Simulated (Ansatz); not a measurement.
# Anharmonic phonons and stability of InP (F-43m), part 3 of 3

Wanted: self-consistent phonon frequencies, thermal pressure and a stability verdict for InP.

Ansatz 0.2.0; DFT PBE, scalar-relativistic, plane waves, PAW; PAW set soft_1.

So far. Step 2 (Probe on a coarse mesh): The start is under 3.3 GPa at this level and looks like an insulator or semiconductor on this mesh. Step 5 (Relaxing to small residual forces and stress): The residual pressure is 0.0037 GPa, small enough for phonons. The relaxed cell has a = 5.960 Å (conventional setting).

The database entry behind the starting cell differs from later determinations by our own check (0.1 to 0.3 % short, probably kX units), so it need not match the best structure at ambient conditions.

## (6) Sampling the crystal at temperature (continued)

800 K; each column in its own order of rank; one wavevector of each set of like ones; translations left out; no LO-TO term. Modes at 800K, by row:

```
q1   q2   q3  rank  harmonic (cm⁻¹)  gaussian (cm⁻¹)  gaussian error (cm⁻¹)  hessian (cm⁻¹)  hessian error (cm⁻¹)  path integral (cm⁻¹)  path integral error (cm⁻¹)
 0    0    0     1            284.4            279.7                    0.4           261.1                   0.9                 255.8                         1.7
 0    0    0     2            284.4            279.7                    0.4           261.1                   0.9                 255.8                         1.7
 0    0    0     3            284.4            279.7                    0.4           261.1                   0.9                 255.8                         1.7
 0    0  0.5     1             53.4             51.6                    0.2            49.9                   0.2                    50                         0.2
 0    0  0.5     2             53.4             51.6                    0.2            49.9                   0.2                    50                         0.2
 0    0  0.5     3            158.1            154.9                    0.4             150                   0.6                 148.7                         0.4
 0    0  0.5     4              290            285.4                    0.4           270.7                   0.7                 266.6                         1.1
 0    0  0.5     5              290            285.4                    0.4           270.7                   0.7                 266.6                         1.1
 0    0  0.5     6            312.2            307.5                    0.9           299.4                   1.2                   298                         0.9
 0  0.5  0.5     1             66.3               65                    0.5            61.7                   0.6                  61.5                         0.3
 0  0.5  0.5     2             66.3               65                    0.5            61.7                   0.6                  61.5                         0.3
 0  0.5  0.5     3            170.5              167                    0.7           162.2                   0.9                 160.9                         0.7
 0  0.5  0.5     4              299            294.3                    0.5           282.5                   0.7                 279.5                           1
 0  0.5  0.5     5              299            294.3                    0.5           282.5                   0.7                 279.5                           1
 0  0.5  0.5     6              306            300.8                    0.9           292.8                   1.1                 290.9                         0.7
```

By temperature, by row:

```csv
T (K),verdict,pressure (GPa),error (GPa),vibrational free energy (eV/cell),entropy (J/mol-cell/K),free energy beyond the Gaussian (eV/cell),"mean-square displacement of the first In, sum over three axes, rings (Å²)",rings doubtful
50,stable,0.2109,0.0054,0.06891,9.143,-7.21e-5,0.006602,false
200,stable,0.2185,0.011,0.02598,44.21,-3.44e-4,0.02068,false
400,stable,0.3247,0.017,-0.09862,73.36,-0.00147,0.04186,false
800,stable,0.6104,0.029,-0.476,105.3,-0.0063,0.08963,false
```

The lowest frequency on the supercell's wavevectors (translations apart) by temperature:

```csv
temperature (K),harmonic (cm⁻¹),gaussian (cm⁻¹),hessian (cm⁻¹),path integral (cm⁻¹)
50,53.4,52.8,52.7,52.7
200,53.4,52.9,52.5,52.4
400,53.4,52.5,51.7,51.7
800,53.4,51.6,49.9,50.0
```

Free-energy Hessian at 800 K, interpolated by phonopy, no LO-TO term. The phonon branches at the labelled points (cm⁻¹):

```
    point  branch 1  branch 2  branch 3  branch 4  branch 5  branch 6
        Γ         0         0         0       261       261       261
  halfway        48        48       116       272       272       278
        X        62        62       162       282       282       293
  halfway        61        75       158       282       283       293
        U        59        97       147       279       282       295
jump to K        59        97       147       279       282       295
  halfway        39        68       114       266       273       284
        Γ         0         0         0       261       261       261
  halfway        36        36       107       266       266       281
        L        50        50       150       271       271       299
  halfway        57        90       142       275       277       297
        W        73       101       141       280       284       294
  halfway        67        80       154       281       283       293
        X        62        62       162       282       282       293
```

The phonon branches as a text plot (rows in cm⁻¹):

```
    293 |         **************             ********************
    281 |     *********************         *        ************
    268 | ******            **********  **************
    256 |**                          ****
    243 |
    231 |
    218 |
    206 |
    193 |
    181 |
    168 |            *
    156 |         *** ****                       *           ****
    143 |                 **                   ** ***********
    131 |       **          ****             **
    119 |     **                *
    106 |                  ***              *           ***
     94 |    *           **      **                   **   **
     81 |               *     **           *         *       *
     69 |  **         **        *  **               *   *********
     56 |       **************   **      **       ******        *
     44 |    ***              ***            *****
     31 | ***                    *****  *  **
     19 | *                        ***   **
      6 |*                           ****
         Γ           X  U|K            Γ         L        W     X
```

The lowest frequency on the supercell's wavevectors (translations apart) is 53.4 cm⁻¹ at 200 K (harmonic); 52.9 cm⁻¹ at 200 K (gaussian); 52.5 cm⁻¹ at 200 K (hessian). The highest branch reaches 299 cm⁻¹ on this path, at L.

## (7) Results

* 50 K: stable; softest mode 52.7 cm⁻¹ (harmonic 53.4); pressure 0.211 GPa
* 200 K: stable; softest mode 52.5 cm⁻¹ (harmonic 53.4); pressure 0.218 GPa
* 400 K: stable; softest mode 51.7 cm⁻¹ (harmonic 53.4); pressure 0.325 GPa
* 800 K: stable; softest mode 49.9 cm⁻¹ (harmonic 53.4); pressure 0.610 GPa

In words: At fixed cell InP is judged stable at 50 K, stable at 200 K, stable at 400 K and stable at 800 K. The crystal is harmonically stable on these wavevectors; at fixed cell its lowest frequency is 53.4 cm⁻¹ in the harmonic picture and 49.9 cm⁻¹ from the free energy at 800 K. At 800 K the largest relative shift among harmonically stable modes above 20 cm⁻¹ that exceeds three times its error is at q = (0, 0, 0): 284 cm⁻¹ becomes 261 ± 0.9 cm⁻¹, matching modes by rank. The pressure column includes -0.014 GPa of the lattice at rest on the supercell's coarser k-mesh; in the Gaussian the ions' motion adds +0.62 GPa at 800 K, from the supercell's own modes alone. The cell is held fixed, the 16-atom supercell samples only its own wavevectors, and LO–TO splitting and linewidths are not included; the verdicts are statistical.

[Logs are printed without paths, hosts, clocks, repeated set-up lines and the standing remarks that a program may print on its own settings, such as how far it seeks lower states.]

[Hosts, paths, dates, database ids (printed as entryN), source tags and the programs' standing remarks are cut or masked in the printed files.]

[A step with changed settings may run another functional than the one named; its input shows which.]
